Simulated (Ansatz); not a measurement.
# NiSi₂: energy along a strain

NiSi₂, Fm-3m, a = 5.447 Å. Ansatz: PBE, PAW, 420 eV, Γ-centred 16×16×16 mesh on 3 atoms, Gaussian smearing 0.15 eV; no spin polarisation. Cell vectors (Å): 0.000 2.723 2.723; 2.723 0.000 2.723; 2.723 2.723 0.000. The cell is strained by x per cent times the pattern (0 0 0 1 0 0) in the order xx yy zz yz xz xy (engineering shears), with fractional coordinates held. y is the free energy over the start, V0 = 13.466 Å³/atom. Symmetry makes y even in x. Points with a strain past 8.5 % were computed too (4) and aren't used here.

```
x (%) y (meV/atom)
-7.50         25.96
 0.00          0.00
 1.87          1.61
 3.75          6.49
 5.62             ?
```

Task: Fit y = c2 x² + c4 x⁴ to the other rows, get the stiffness along the pattern, and predict the missing energy.

Result: Least squares on the rows shown. y = 0.46141 x² + 1.8666×10⁻⁶ x⁴. The clamped-ion stiffness p·C·p = 2 × 4.614 eV × 160.2 / 13.466 Å³ = 110 GPa, which is C44 in these axes. At x = 5.62 the fit asked for gives 14.58 meV/atom. The run gave 14.57 meV/atom, so the fit is 0.01 meV/atom too high, a small miss on the scale of the series.

Cost: 9 runs of about 2.1 core-minutes in all, on Intel Xeon Platinum 8488C (Sapphire Rapids) (shared hosts).